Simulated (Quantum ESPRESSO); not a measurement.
HfO2:

```xyz
3
Lattice="0.0000 2.5575 2.5575 2.5575 0.0000 2.5575 2.5575 2.5575 0.0000" Properties=species:S:1:pos:R:3 pbc="T T T"
Hf    0.0000    0.0000    0.0000
O     3.8363    3.8363    3.8363
O     1.2788    1.2788    1.2788
```

Measurements of this composition are mostly on another form, of space group No. 14.

* Program: Quantum ESPRESSO 7.5
* Task: phonons
* Functional: revPBE
* Potentials or basis: GBRV 1.5 PBE
* Cutoff: 612 eV
* Density cutoff: 4898 eV
* k mesh: 4 × 4 × 4, shifted
* Occupations: fermi-dirac, width 0.05 eV
* Spin: no spin polarisation
* Mixing beta: 0.5
* Most SCF iterations: 120
* SCF threshold: 6e-10 Ry

The cell and the atoms were relaxed first, to 11.09 Å³/atom (a = 3.610 Å, b = 3.610 Å, c = 3.610 Å, α = 60.00°, β = 60.00°, γ = 60.00°), and the response was taken there.

The first run showed a gap, so the response started from a second, tighter run with fixed occupations.

Which optical modes does the crystal have at the zone centre, and which show in infrared and Raman spectra?

The optical modes are T1u + T2g. Infrared active: T1u. Raman active: T2g.

Optical modes at Γ, degenerate ones joined, polar ones without the macroscopic field:
| cm⁻¹ | components | symmetry | active in | IR intensity, summed ((D/Å)²/amu) |
| --- | --- | --- | --- | --- |
| 216 | 3 | T1u | IR | 76.81 |
| 562 | 3 | T2g | Raman | 0.00 |

Zone-centre frequencies without and with the macroscopic field along z (cm⁻¹):
```csv
,optical modes in rising order
without,216 216 216 562 562 562
with the field,216 216 562 562 562 606
```

Born effective charge tensors (e):
atom 1, Hf
```
5.49 0.00 0.00
0.00 5.49 0.00
0.00 0.00 5.49
```
atom 2, O
```
-2.74  0.00  0.00
 0.00 -2.74  0.00
 0.00  0.00 -2.74
```
atom 3, O
```
-2.74  0.00  0.00
 0.00 -2.74  0.00
 0.00  0.00 -2.74
```

Electronic dielectric tensor:
```
5.13 0.00 0.00
0.00 5.13 0.00
0.00 0.00 5.13
```

Static dielectric tensor, electrons and zone-centre modes:
```
40.29  0.00  0.00
 0.00 40.29  0.00
 0.00  0.00 40.29
```

Caveat: the potentials were made for another functional, which shifts forces and pressure.
